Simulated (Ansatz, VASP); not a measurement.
**Ni3Ge in VASP and in Ansatz**

Contents of POSCAR:

```
Ni3Ge
1.0
    3.5303341067      0.0000000000      0.0000000000
    0.0000000000      3.5303341067      0.0000000000
    0.0000000000      0.0000000000      3.5303341067
Ni Ge
3 1
Direct
    0.5000000000      0.0000000000      0.5000000000
    0.0000000000      0.5000000000      0.5000000000
    0.5000000000      0.5000000000      0.0000000000
    0.0000000000      0.0000000000      0.0000000000
```

File INCAR.step1:

```
PREC     = Accurate       # precision mode
ENCUT    = 520            # plane-wave cutoff, eV
ISMEAR   = 0              # smearing method
SIGMA    = 0.1            # smearing width, eV
LREAL    = F              # projectors in reciprocal space
LASPH    = T              # aspherical terms in the spheres
NELM     = 80             # most SCF steps
NBANDS   = 30             # bands
GGA      = PE             # functional
ALGO     = Normal         # electronic algorithm
EDIFF    = 1E-4           # SCF threshold, eV
LWAVE    = T              # write WAVECAR
LCHARG   = F              # write CHGCAR
```

INCAR.step2

```
PREC     = Accurate       # precision mode
ENCUT    = 520            # plane-wave cutoff, eV
EDIFF    = 1E-7           # SCF threshold, eV
ISMEAR   = 0              # smearing method
SIGMA    = 0.1            # smearing width, eV
LREAL    = F              # projectors in reciprocal space
LASPH    = T              # aspherical terms in the spheres
NELM     = 80             # most SCF steps
ALGO     = Normal         # electronic algorithm
ISIF     = 2              # what is computed and relaxed
LWAVE    = F              # write WAVECAR
LCHARG   = F              # write CHGCAR
METAGGA  = R2SCAN         # meta-GGA
LMIXTAU  = T            
NBANDS   = 30             # bands
ISTART   = 1
```

KPOINTS

```
regular mesh
0
Gamma
  2 2 2
```

Input for Ansatz:

```yaml
crystal:
  lattice:
    - [3.5303341067, 0.0, 0.0]
    - [0.0, 3.5303341067, 0.0]
    - [0.0, 0.0, 3.5303341067]
  atoms:
    - { symbol: Ni, position: [0.5, 0.0, 0.5] }
    - { symbol: Ni, position: [0.0, 0.5, 0.5] }
    - { symbol: Ni, position: [0.5, 0.5, 0.0] }
    - { symbol: Ge, position: [0.0, 0.0, 0.0] }
basis:
  ecutwfc: 500
kpoints:
  mp_grid: { grid: [2, 2, 2] }
hamiltonian:
  xc: r2scan
scf:
  occupations: { method: gaussian, width: 0.1 }
output:
  forces: true
  stress: true
  eigenvalues: true
```

Alike in both runs: task single point; functional r2SCAN; k mesh 2 × 2 × 2; occupations gaussian, width 0.1 eV; no spin polarisation.

```csv
,VASP,Ansatz
version,VASP 6.6.1,Ansatz 0.2.0
potentials or method,"VASP PAW PBE potentials, release 64 (Ni, Ge_d)","scalar-relativistic, plane waves, PAW"
plane-wave cutoff (eV),520,500
valence electrons in the cell,44,68
```

|  | VASP | Ansatz | Ansatz less VASP |
| --- | --- | --- | --- |
| gap on the k mesh at the Fermi level (eV) | none | none | - |
| pressure (GPa) | -2.9 | -3.2 | -0.28 |

A gap of «none» marks a metal or a gap that the smearing closes. With one functional, cell and mesh, what is left measures potentials, basis and numerics. The two sets of potentials don't hold the same shells in valence.

Caveats: the k mesh is coarse (spacing up to 0.89 Å⁻¹), so the values aren't converged; the PAW data sets were made with another functional, which shifts forces and pressure a little (VASP). Spin polarisation is off, so any magnetic state and its effect on volume and gap are missing.
